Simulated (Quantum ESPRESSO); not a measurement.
Crystal: As.

```
CELL_PARAMETERS angstrom
2.70368 0.00000 0.00000
0.00000 2.70368 0.00000
0.00000 0.00000 2.70368
ATOMIC_POSITIONS crystal
As 0.50000 0.50000 0.50000
```

This isn't the form of As at room conditions, which is rhombohedral.

```yaml
Program: Quantum ESPRESSO 7.5
Task: single point
Functional: PBE
Potentials_or_basis: SSSP 1.3 efficiency PBE
Cutoff: 748 eV
Density_cutoff: 5987 eV
k_mesh: 10 × 10 × 10
Occupations: fermi-dirac, width 0.05 eV
Spin: no spin polarisation
```

On this cell: pressure 2.3 GPa; band gap on the k mesh none (metal or under the smearing width).

The same run follows on a disturbed copy (cell strained at random at fixed volume):

```
As
1.0
     2.71004   -0.01738   -0.01186
    -0.01738    2.72970    0.03326
    -0.01186    0.03326    2.67219
As
1
Direct
  0.48435 0.50553 0.49638
```

What does the disturbed cell give?

The energy (extrapolated to zero smearing) moves by +4.2 meV/atom; pressure 2.3 GPa; band gap on the k mesh none (metal or under the smearing width).

Stress tensor (GPa, compression positive):
```
 1.88  0.29  0.43
 0.29  0.48 -0.86
 0.43 -0.86  4.61
```
